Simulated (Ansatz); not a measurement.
# TiAl: the cost of one run

Program: Ansatz 0.2.0. Level of theory: DFT PBE, scalar-relativistic, plane waves, PAW. These are calculated values, not measurements.

## 1. The system as given

The structure is hexagonal, space group P6_3mc (No. 186). The conventional cell has a = 3.650 Å, b = 3.650 Å, c = 5.846 Å, α = 90.00°, β = 90.00°, γ = 120.00°. Around Ti (site symmetry 3m) lie 4 Al at 2.22 to 2.23 Å. Around Al (site symmetry 3m) lie 4 Ti at 2.22 to 2.23 Å.

As a file:

```cif
data_structure
_symmetry_space_group_name_H-M 'P 1'
_symmetry_Int_Tables_number 1
_cell_length_a 3.6502
_cell_length_b 3.6502
_cell_length_c 5.8457
_cell_angle_alpha 90.000
_cell_angle_beta 90.000
_cell_angle_gamma 120.000
_cell_volume 67.45
loop_
_atom_site_label
_atom_site_type_symbol
_atom_site_fract_x
_atom_site_fract_y
_atom_site_fract_z
_atom_site_occupancy
Ti1 Ti 0.33333 0.66667 0.00000 1
Ti2 Ti 0.66667 0.33333 0.50000 1
Al1 Al 0.33333 0.66667 0.38210 1
Al2 Al 0.66667 0.33333 0.88210 1
```

This is candidate A: wurtzite type (P6_3mc, No. 186).

(A quick probe on a coarse mesh, which set the mesh and smearing, is not shown.)

## 3. Coarse relaxation (candidate A)

Contents of input.yaml:

```yaml
crystal:
  lattice:
    - [3.6502070869, 0.0, 0.0]
    - [-1.8251035434, 3.1611720663, 0.0]
    - [0.0, 0.0, 5.8456807714]
  atoms:
    - { symbol: Ti, position: [0.3333333333, 0.6666666667, 0.0] }
    - { symbol: Ti, position: [0.6666666667, 0.3333333333, 0.5] }
    - { symbol: Al, position: [0.3333333333, 0.6666666667, 0.3821] }
    - { symbol: Al, position: [0.6666666667, 0.3333333333, 0.8821] }
basis:
  ecutwfc: 420
kpoints:
  mp_grid: { grid: [6, 6, 4] }
hamiltonian:
  xc: pbe
scf:
  occupations: { method: gaussian, width: 0.1 }
  lower_state_search: "off"
output:
  forces: true
  stress: true
  eigenvalues: true
relax:
  adjacent_minimum: "off"
  f_tol: 0.04
  max_steps: 70
  cell: { stress_tol: 0.4 }
```

Command:

```sh
ansatz run input.yaml --threads 1 --pin off --max-ram 2560MiB --backend cpu --events-out ev --progress --plain --runs-dir out
```

Q: Estimate wall time and peak memory on 1 thread of Intel Xeon 6975P-C (Granite Rapids), shared host.

About 19 s, with a peak of 0.41 GiB.
